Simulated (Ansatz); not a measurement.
Bi in Ansatz: the effect of functional

Crystal: Bi.

```
Bi
1.0
     2.22121    1.28242    3.85761
    -2.22121    1.28242    3.85761
     0.00000   -2.56483    3.85761
Bi
2
Direct
  0.76600 0.76600 0.76600
  0.23400 0.23400 0.23400
```

The cell isn't the ideal one: volume scaled by 0.94.

Alike in all runs:

* Program: Ansatz 0.2.0
* Task: single point
* Potentials or basis: Ansatz PAW
* k mesh: 7 × 7 × 7
* Occupations: fermi-dirac, width 0.05 eV
* Spin: no spin polarisation

Q: One run gave: gap on the mesh 0.33 eV; pressure 5.0 GPa; largest force 0.34 eV/Å. Which functional did it use?
A. PBEsol
B. LDA
C. r2SCAN

A: C.

```tsv
functional	cutoff	gap on the mesh (eV)	pressure (GPa)	largest force (eV/Å)
LDA	420 eV (not typed: the program's choice for these potentials)	0.30	1.7	0.34
PBEsol	420 eV (not typed: the program's choice for these potentials)	0.29	3.1	0.43
r2SCAN	500 eV (not typed: the program's choice for these potentials)	0.33	5.0	0.34
```

Caveats: odd divisions of the mesh miss points on the zone boundary, where band edges often lie, so the gap on the mesh can be too wide; spin-orbit coupling is left out, which as a rule narrows the gap of such compounds by several tenths of an eV; the PAW data sets come from PBE, with cores solved anew for the run's functional, which leaves a small shift of forces and pressure.

A k mesh can miss the band edges.

Runs at the PBE level aren't shown here.
